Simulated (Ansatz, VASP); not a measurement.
## One calculation of BN, two programs

```
B N
1.0
     2.43470    0.00000    0.00000
    -1.21735    2.10851    0.00000
     0.00000    0.00000    6.69000
B N
2 2
Direct
  0.00000 0.00000 0.50000
  0.33333 0.66667 0.00000
  0.00000 0.00000 0.00000
  0.66667 0.33333 0.50000
```

Change from the starting cell: strain -0.030 along x and y, +0.000 along z, atoms carried along.

Alike in both runs: task single point; functional PBEsol; k mesh 12 × 12 × 4; occupations gaussian, width 0.05 eV; no spin polarisation.

```csv
,VASP,Ansatz
version,VASP 6.6.1,Ansatz 0.2.0
potentials or method,"VASP PAW PBE potentials, release 64 (B, N)","scalar-relativistic, plane waves, PAW"
plane-wave cutoff (eV),520,420
valence electrons in the cell,16,16
```

|  | VASP | Ansatz | Ansatz less VASP |
| --- | --- | --- | --- |
| gap on the k mesh at the Fermi level (eV) | 4.42 | 4.43 | +0.011 |
| least direct gap on the mesh (eV) | 4.65 | 4.65 | +0.008 |
| pressure (GPa) | 23.4 | 23.0 | -0.34 |
| largest component of the traceless stress (GPa) | 22.83 | 22.33 | -0.497 |

With one functional, cell and mesh, what is left measures potentials, basis and numerics.

Caveats: so large a pressure means that the cell lies far from this level's equilibrium, or that cutoff or potentials fall short (VASP); the potentials were made for another functional, which shifts forces and pressure (VASP); this functional lacks dispersion, which binds the layers, so the pressure and a relaxed spacing across them are unreliable. A k mesh can miss the band edges.
